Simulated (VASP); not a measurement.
# Na8F7 (a cell with a defect) in VASP: a series of runs

Runs on Na8F7 (a cell with a defect). Level: PBE. Tasks: single point.

Program: VASP 6.6.1. These are calculated values, not measurements. Logs are shortened: lines on timing, memory, paths and dates and some standing lists are left out, and cuts for length are marked.

## (1) The crystal as given

The cell holds a defect, 15 atoms: a = 6.628 Å, b = 6.628 Å, c = 6.628 Å, α = 60.00°, β = 60.00°, γ = 60.00°.

## (2) Single point, PBE

INCAR reads:

```
SYSTEM = Na8F7
  PREC = Accurate
  ENCUT = 520
  EDIFF = 1E-6
  ISMEAR = 0
  SIGMA = 0.1
  LREAL = Auto
  LASPH = .TRUE.
  NELM = 100
  ALGO = Fast
  ISIF = 2
  LWAVE = .FALSE.
  LCHARG = .TRUE.
  GGA = PE
  LELF = .TRUE.
  LVHAR = .TRUE.
  NBANDS = 66
```

KPOINTS reads:

```
Automatic mesh
0
G
  3 3 3
  0 0 0
```

POSCAR reads:

```
Na8F7
1.0
    0.0000000000      4.6863547200      4.6863547200
    4.6863547200      0.0000000000      4.6863547200
    4.6863547200      4.6863547200      0.0000000000
F Na
7 8
Direct
    0.2508222425      0.2490214825      0.2494905038
    0.2504984300      0.2492247322      0.7495974398
    0.2507144828      0.7489706200      0.2495873808
    0.2507026399      0.7491913672      0.7492252955
    0.7507385186      0.2491375642      0.2495948493
    0.7508844742      0.7490999316      0.2496242965
    0.7502976642      0.7491129481      0.7497883131
    0.0063354146     -0.0063815058      0.0049486224
    0.0061655597     -0.0063110886      0.4940850914
    0.0007899530      0.4990866334     -0.0005594967
    0.0062269081      0.5045925119      0.4943007174
    0.4950009418     -0.0063787318      0.0052940935
    0.5005167428     -0.0004711551      0.4996350340
    0.4949940068      0.5046546071      0.0049713480
    0.4953943179      0.5049100295      0.4937907261
```

Potentials or basis: VASP PAW PBE potentials, release 64 (F, Na_pv).

Run with:

```console
cat potpaw_PBE.64/F/POTCAR potpaw_PBE.64/Na_pv/POTCAR > POTCAR
mpirun -np 1 vasp_std > vasp.out
```

OUTCAR:

```text
SYSTEM = Na8F7
   PREC = Accurate
   ENCUT = 520
   EDIFF = 1E-6
   ISMEAR = 0
   LREAL = Auto
   LASPH = .TRUE.
   NELM = 100
   ISIF = 2
   GGA = PE

 ion  position               nearest neighbor table
   1  0.251  0.249  0.249-  12 2.34  13 2.34  14 2.34  10 2.34   9 2.34  11 2.35
   2  0.250  0.249  0.750-  13 2.34  11 2.34  10 2.34   8 2.34  12 2.34  15 2.35
   3  0.251  0.749  0.250-  11 2.29  15 2.29  14 2.29  12 2.29   8 2.29   9 2.29
   4  0.251  0.749  0.749-   9 2.34  15 2.34  10 2.34  13 2.34  14 2.34   8 2.34
   5  0.751  0.249  0.250-  13 2.34  10 2.34   9 2.34  15 2.34   8 2.34  14 2.35
   6  0.751  0.749  0.250-  15 2.34   8 2.34  11 2.34  10 2.34  12 2.34  13 2.35
   7  0.750  0.749  0.750-  14 2.34  13 2.34  12 2.34  11 2.34  10 2.34   9 2.35
   8  0.006  0.994  0.005-   3 2.29   2 2.34   6 2.34   4 2.34   5 2.34
   9  0.006  0.994  0.494-   3 2.29   4 2.34   5 2.34   1 2.34   7 2.35
  10  0.001  0.499  0.999-   2 2.34   5 2.34   4 2.34   1 2.34   7 2.34   6 2.34
  11  0.006  0.505  0.494-   3 2.29   2 2.34   6 2.34   7 2.34   1 2.35
  12  0.495  0.994  0.005-   3 2.29   1 2.34   7 2.34   2 2.34   6 2.34
  13  0.501  1.000  0.500-   2 2.34   5 2.34   1 2.34   7 2.34   4 2.34   6 2.35
  14  0.495  0.505  0.005-   3 2.29   7 2.34   1 2.34   4 2.34   5 2.35
  15  0.495  0.505  0.494-   3 2.29   6 2.34   4 2.34   5 2.34   2 2.35

  LATTYP: Found a face centered cubic cell.
 ALAT       =     9.3727094400

  Lattice vectors:

 A1 = (   0.0000000000,   4.6863547200,   4.6863547200)
 A2 = (   4.6863547200,   0.0000000000,   4.6863547200)
 A3 = (   4.6863547200,   4.6863547200,   0.0000000000)

Analysis of symmetry for initial positions (statically):
=====================================================================
 Subroutine PRICEL returns:
 Original cell was already a primitive cell.

 Routine SETGRP: Setting up the symmetry group for a
 face centered cubic supercell.

 Subroutine GETGRP returns: Found  1 space group operations
 (whereof  1 operations were pure point group operations)
 out of a pool of 48 trial point group operations.

The static configuration has the point symmetry C_1 .

Analysis of symmetry for dynamics (positions and initial velocities):
=====================================================================
 Subroutine PRICEL returns:
 Original cell was already a primitive cell.

 Routine SETGRP: Setting up the symmetry group for a
 face centered cubic supercell.

 Subroutine GETGRP returns: Found  1 space group operations
 (whereof  1 operations were pure point group operations)
 out of a pool of 48 trial point group operations.

The dynamic configuration has the point symmetry C_1 .

 Subroutine INISYM returns: Found  1 space group operations
 (whereof  1 operations are pure point group operations),
 and found     1 'primitive' translations

----------------------------------------------------------------------------------------

                                     Primitive cell

  volume of cell :     205.8427

  direct lattice vectors                    reciprocal lattice vectors
     0.000000000  4.686354720  4.686354720    -0.106692735  0.106692735  0.106692735
     4.686354720  0.000000000  4.686354720     0.106692735 -0.106692735  0.106692735
     4.686354720  4.686354720  0.000000000     0.106692735  0.106692735 -0.106692735

  length of vectors
     6.627506403  6.627506403  6.627506403     0.184797237  0.184797237  0.184797237

  position of ions in fractional coordinates (direct lattice)
     0.250822243  0.249021482  0.249490504
     0.250498430  0.249224732  0.749597440
     0.250714483  0.748970620  0.249587381
     0.250702640  0.749191367  0.749225295
     0.750738519  0.249137564  0.249594849
     0.750884474  0.749099932  0.249624297
     0.750297664  0.749112948  0.749788313
     0.006335415  0.993618494  0.004948622
     0.006165560  0.993688911  0.494085091
     0.000789953  0.499086633  0.999440503
     0.006226908  0.504592512  0.494300717
     0.495000942  0.993621268  0.005294093
     0.500516743  0.999528845  0.499635034
     0.494994007  0.504654607  0.004971348
     0.495394318  0.504910030  0.493790726

  ion indices of the primitive-cell ions
[... 36 lines left out ...]
     0.000000000  0.000000000  0.000000000

 Subroutine IBZKPT returns following result:
 ===========================================

 Found     14 irreducible k-points:

 Following reciprocal coordinates:
            Coordinates               Weight
  0.000000  0.000000  0.000000      1.000000
  0.333333  0.000000  0.000000      2.000000
  0.000000  0.333333  0.000000      2.000000
  0.000000  0.000000  0.333333      2.000000
  0.333333  0.333333  0.333333      2.000000
  0.333333  0.333333  0.000000      2.000000
  0.000000  0.333333  0.333333      2.000000
  0.333333  0.000000  0.333333      2.000000
 -0.333333  0.333333  0.000000      2.000000
  0.000000 -0.333333  0.333333      2.000000
  0.333333  0.000000 -0.333333      2.000000
  0.333333  0.333333 -0.333333      2.000000
 -0.333333  0.333333 -0.333333      2.000000
  0.333333 -0.333333 -0.333333      2.000000
   k-points           NKPTS =     14   k-points in BZ     NKDIM =     14   number of bands    NBANDS=     66
   number of dos      NEDOS =    301   number of ions     NIONS =     15
   total plane-waves  NPLWV = 125000
   dimension x,y,z NGX =    50 NGY =   50 NGZ =   50
   dimension x,y,z NGXF=   100 NGYF=  100 NGZF=  100
   ions per type =               7   8
   NGX,Y,Z   is equivalent  to a cutoff of  12.54, 12.54, 12.54 a.u.
   NGXF,Y,Z  is equivalent  to a cutoff of  25.08, 25.08, 25.08 a.u.
 SYSTEM =  Na8F7
   PREC   = accura    normal or accurate (medium, high low for compatibility)
   ISTART =      0    job   : 0-new  1-cont  2-samecut
   ICHARG =      2    charge: 1-file 2-atom 10-const
   ISPIN  =      1    spin polarized calculation?
   LNONCOLLINEAR =      F non collinear calculations
   LSORBIT =      F    spin-orbit coupling
   LASPH  =      T    aspherical Exc in radial PAW
   ENCUT  =  520.0 eV  38.22 Ry    6.18 a.u.  12.32 12.32 12.32*2*pi/ulx,y,z
   NELM   =    100;   NELMIN=  2; NELMDL= -5     # of ELM steps
   EDIFF  = 0.1E-05   stopping-criterion for ELM
   LREAL  =      T    real-space projection
   EDIFFG = 0.1E-04   stopping-criterion for IOM
   NSW    =      0    number of steps for IOM
   IBRION =     -1    ionic relax: 0-MD 1-quasi-New 2-CG
   NFREE  =      0    steps in history (QN), initial steepest desc. (CG)
   ISIF   =      2    stress and relaxation
   ISYM   =      2    0-nonsym 1-usesym 2-fastsym
   POTIM  = 0.5000    time-step for ionic-motion
   TEBEG  =    0.0;   TEEND  =   0.0 temperature during run
   PSTRESS=    0.0 pullay stress
   NELECT =     105.0000    total number of electrons
   NUPDOWN=      -1.0000    fix difference up-down
   EMIN   =  10.00;   EMAX   =-10.00  energy-range for DOS
   EFERMI =   0.00;   METHOD = LEGACY
   ISMEAR =     0;   SIGMA  =   0.10  broadening in eV -4-tet -1-fermi 0-gaus
   EFERMI_NEDOS =   21; number of points for ismear=-14 and -15
   IALGO  =     68    algorithm
   IMIX   =      4    mixing-type and parameters
     AMIX     =   0.40;   BMIX     =  1.00
     AMIX_MAG =   1.60;   BMIX_MAG =  1.00
  volume/ion in A,a.u.               =      13.72        92.61
  Fermi-wavevector in a.u.,A,eV,Ry     =   1.308055  2.471866 23.279686  1.711009
  Thomas-Fermi vector in A             =   2.438748
   LORBIT       =      0    0 simple, 1 ext, 2 COOP (PROOUT), +10 PAW based schemes
   GGA     = PE    functional components
   LHFCALC =     F    Hartree Fock is set to
   AEXX    =    0.0000 exact exchange contribution
   IVDW    =     0    specifies the selected vdW correction
   LEPSILON=     F    determine dielectric tensor
   LRPA    =     F    only Hartree local field effects (RPA)
 non-spin polarized calculation
 RMM-DIIS sequential band-by-band and
 Gauss-broadening in eV      SIGMA  =   0.10
  energy-cutoff  :      520.00
  volume of cell :      205.84
 maximum number of plane-waves:      5577
 NGX is ok and might be reduce to    50
   NGX = 25   NGY = 25   NGZ = 25

 number of electron     105.0000047 magnetization

 Free energy of the ion-electron system (eV)
  ---------------------------------------------------
  ext. energy  EPLUGINS =         0.00000000
  ---------------------------------------------------
  free energy    TOTEN  =       -60.20165419 eV

  energy without entropy =      -60.19159263  energy(sigma->0) =      -60.19662341

 E-fermi :   3.0611     XC(G=0):  -8.8300

 val. band max:        3.0132648247   @ k =   0.3333   0.3333   0.0000
 cond. band min:       3.3352258217   @ k =   0.0000  -0.3333   0.3333
 fundamental gap:      0.3219609970
 Fermi energy:         3.0610745654

 k-point     1 :       0.0000    0.0000    0.0000
  band No.  band energies     occupation
      1     -22.2565      2.00000
      2     -22.1861      2.00000
      3     -22.1861      2.00000
      4     -22.1859      2.00000
      5     -21.6592      2.00000
      6     -21.6591      2.00000
[... 927 lines left out ...]
     63      10.3225      0.00000
     64      10.8977      0.00000
 [bands above 64 left out]

------------------------ aborting loop because EDIFF is reached ----------------------------------------

  FORCE on cell =-STRESS in cart. coord.  units (eV):
  Direction    XX          YY          ZZ          XY          YZ          ZX
  --------------------------------------------------------------------------------------
  -------------------------------------------------------------------------------------
  Total        2.5491723      2.5574640      2.5586258      0.0042962     -0.0006069     -0.0035674
  in kB       19.8414911     19.9060297     19.9150722      0.0334397     -0.0047240     -0.0277667
  external PRESSURE =      19.8875310 kB  Pullay stress =       0.0000000 kB

 VOLUME and BASIS-vectors are now :
 -----------------------------------------------------------------------------
  energy-cutoff  :      520.00
  volume of cell :      205.84
      direct lattice vectors                 reciprocal lattice vectors
     0.000000000  4.686354720  4.686354720    -0.106692735  0.106692735  0.106692735
     4.686354720  0.000000000  4.686354720     0.106692735 -0.106692735  0.106692735
     4.686354720  4.686354720  0.000000000     0.106692735  0.106692735 -0.106692735

 POSITION                                       TOTAL-FORCE (eV/Angst)
 -----------------------------------------------------------------------------------
      2.33620      2.34464      2.34244         0.004522     -0.001644      0.000093
      4.68084      4.68680      2.34188        -0.000543      0.002485      0.003150
      4.67960      2.34459      4.68488         0.003607     -0.002269      0.002318
      7.02211      4.68602      4.68586         0.005022      0.002457     -0.001004
      2.33724      4.68792      4.68577         0.000253     -0.001568      0.000369
      4.68038      4.68874      7.02946         0.000382     -0.002694      0.000184
      7.02438      7.02994      7.02677        -0.001978      0.002020      0.004805
      4.67964      0.05288      4.68614         0.001463     -0.002490     -0.004141
      6.97224      2.34435      4.68567         0.000939     -0.001390     -0.002934
      7.02263      4.68743      2.34260         0.003835     -0.000808     -0.001100
      4.68117      2.34565      2.39388        -0.001466     -0.004876     -0.002644
      4.68127      2.34456      6.97621        -0.003997      0.001262      0.004718
      7.02561      4.68707      7.02975        -0.007106      0.002311     -0.001158
      2.38829      2.34302      4.68471        -0.003214      0.003294      0.001345
      4.68027      4.63567      4.68778        -0.001719      0.003910     -0.004001
 -----------------------------------------------------------------------------------
    total drift:                                0.003351     -0.002957      0.001547

  FREE ENERGIE OF THE ION-ELECTRON SYSTEM (eV)
  ---------------------------------------------------
  free  energy   TOTEN  =       -60.2016541881 eV

  energy  without entropy=      -60.1915926336  energy(sigma->0) =      -60.19662341
```

Wall time 6 min (1 thread of Intel Xeon Platinum 8259CL at 2.50GHz (Skylake/Cascade Lake), shared host); peak memory 0.38 GiB.

Results:

* Free energy: -60.2017 eV
* Pressure: 2.0 GPa
* Largest force: 0.008 eV/Å
* Band gap on the k mesh: none (metal or under the smearing width)

Forces on the atoms (eV/Å):
```
F    0.005 -0.002  0.000
F   -0.001  0.002  0.003
F    0.004 -0.002  0.002
F    0.005  0.002 -0.001
F    0.000 -0.002  0.000
F    0.000 -0.003  0.000
F   -0.002  0.002  0.005
Na   0.001 -0.002 -0.004
Na   0.001 -0.001 -0.003
Na   0.004 -0.001 -0.001
Na  -0.001 -0.005 -0.003
Na  -0.004  0.001  0.005
Na  -0.007  0.002 -0.001
Na  -0.003  0.003  0.001
Na  -0.002  0.004 -0.004
```

Caveat: the k mesh is coarse (spacing up to 0.39 Å⁻¹), so the values aren't converged; an odd number of electrons without spin polarisation forces a metal; a magnetic or distorted state may lie lower.

## (3) Single point, PBE

INCAR reads:

```
ALGO = Fast
EDIFF = 1E-6
ENCUT = 520
GGA = PE
ISIF = 2
ISMEAR = 0
LASPH = T
LCHARG = F
LREAL = Auto
LWAVE = F
NBANDS = 66
NELM = 60
PREC = Accurate
SIGMA = 0.1
```

KPOINTS reads:

```
k-points
0
Gamma
  3 3 3
```

POSCAR reads:

```
Na8F7
1.0
    0.0000000000      4.6863547200      4.6863547200
    4.6863547200      0.0000000000      4.6863547200
    4.6863547200      4.6863547200      0.0000000000
F Na
7 8
Direct
    0.2547748882      0.2534785715      0.2356888383
    0.2547815032      0.2534691825      0.7549054033
    0.2581284543      0.7417303443      0.2494918908
    0.1749156965      0.8249437422      0.7494906403
    0.7434886406      0.2563569281      0.2494974388
    0.7463815074      0.7450749481      0.2632960102
    0.7463876956      0.7450717474      0.7440852663
   -0.0010812242      0.0009233189      0.0271313222
   -0.0010678876      0.0009436972      0.4718514991
    0.0012159771      0.5172776379     -0.0098218131
    0.0096617740      0.4861523799      0.5015146399
    0.5137012975     -0.0098128509     -0.0025259505
    0.4825831878     -0.0013733489      0.5088185045
    0.4965341164      0.5033225483      0.0065537079
    0.4965113908      0.5033237219      0.4924632551
```

Potentials or basis: VASP PAW PBE potentials, release 64 (F, Na_pv).

Run with:

```console
cat potpaw_PBE.64/F/POTCAR potpaw_PBE.64/Na_pv/POTCAR > POTCAR
mpirun -np 1 vasp_std > vasp.out
```

OUTCAR:

```text
EDIFF = 1E-6
   ENCUT = 520
   GGA = PE
   ISIF = 2
   ISMEAR = 0
   LASPH = T
   LREAL = Auto
   NELM = 60
   PREC = Accurate

 ion  position               nearest neighbor table
   1  0.255  0.253  0.236-  14 2.31  11 2.34  10 2.34
   2  0.255  0.253  0.755-  15 2.31  11 2.34  10 2.34
   3  0.258  0.742  0.249-  14 2.26  15 2.26   8 2.26   9 2.26
   4  0.175  0.825  0.749-   8 2.18   9 2.18  13 2.30  10 2.30
   5  0.743  0.256  0.249-   9 2.24   8 2.24  14 2.30  15 2.30
   6  0.746  0.745  0.263-  15 2.31  12 2.34  13 2.34
   7  0.746  0.745  0.744-  14 2.31  12 2.34  13 2.34
[... 1169 lines left out ...]
  volume of cell :      205.84
      direct lattice vectors                 reciprocal lattice vectors
     0.000000000  4.686354720  4.686354720    -0.106692735  0.106692735  0.106692735
     4.686354720  0.000000000  4.686354720     0.106692735 -0.106692735  0.106692735
     4.686354720  4.686354720  0.000000000     0.106692735  0.106692735 -0.106692735

 POSITION                                       TOTAL-FORCE (eV/Angst)
 -----------------------------------------------------------------------------------
      2.29241      2.29849      2.38186         0.058888     -0.007656     -0.027076
      4.72560      4.73175      2.38184         0.007899     -0.058515     -0.029931
      4.64522      2.37889      4.68569         0.066022     -0.063841      0.000532
      7.37836      4.33210      4.68570        -0.524622      0.524879      0.000225
      2.37061      4.65349      4.68563         0.018725     -0.017592      0.000046
      4.72558      4.73171      6.98949         0.008007     -0.058032      0.029213
      6.97872      6.98489      6.98951         0.060044     -0.007553      0.027705
      0.13147      4.80843      4.68561        -0.092760     -0.145623     -0.000060
      2.21569      6.89261      4.68577         0.145079      0.091946     -0.000367
      7.06447      4.64602      2.42984        -0.003904      0.003041     -0.083069
      4.62856      2.39555      2.32356         0.070710     -0.071507      0.092906
      9.31489      7.08190      7.04775         0.070731     -0.071597     -0.093020
      7.06442      4.64606      6.94147        -0.003769      0.003044      0.082893
      2.38946      2.35765      4.68568         0.028842     -0.091131     -0.000126
      4.66661      4.63469      4.68558         0.090109     -0.029864      0.000128
 -----------------------------------------------------------------------------------
    total drift:                                0.001823      0.009319      0.001711

  FREE ENERGIE OF THE ION-ELECTRON SYSTEM (eV)
  ---------------------------------------------------
  free  energy   TOTEN  =       -59.9229259152 eV

  energy  without entropy=      -59.9129169841  energy(sigma->0) =      -59.91792145
```

Run time: 5.7 min. Hardware: 1 thread of Intel Xeon Platinum 8259CL at 2.50GHz (Skylake/Cascade Lake), shared host; peak memory 0.38 GiB.

Results:

```yaml
Free_energy: -59.9229 eV
Pressure: 2.5 GPa
Largest_force: 0.742 eV/Å
Band_gap_on_the_k_mesh: none (metal or under the smearing width)
```

Forces in eV/Å, atoms in the order of the input:
```
F    0.059 -0.008 -0.027
F    0.008 -0.059 -0.030
F    0.066 -0.064  0.001
F   -0.525  0.525  0.000
F    0.019 -0.018  0.000
F    0.008 -0.058  0.029
F    0.060 -0.008  0.028
Na  -0.093 -0.146  0.000
Na   0.145  0.092  0.000
Na  -0.004  0.003 -0.083
Na   0.071 -0.072  0.093
Na   0.071 -0.072 -0.093
Na  -0.004  0.003  0.083
Na   0.029 -0.091  0.000
Na   0.090 -0.030  0.000
```

Stress tensor (GPa, compression positive):
```
2.90 0.43 0.00
0.43 2.90 0.00
0.00 0.00 1.80
```

Levels at points of the mesh, in eV from the Fermi level:
| k point | band 50 | band 51 | band 52 | band 53 | band 54 | band 55 | band 56 | band 57 |
| --- | --- | --- | --- | --- | --- | --- | --- | --- |
| (0.00, 0.00, 0.00) | -5.61 | -5.55 | -5.55 | -0.90 | 2.71 | 4.24 | 4.80 | 4.95 |

Caveat: the k mesh is coarse (spacing up to 0.39 Å⁻¹), so the values aren't converged; an odd number of electrons without spin polarisation forces a metal; a magnetic or distorted state may lie lower.

[end of part 1 of 2]
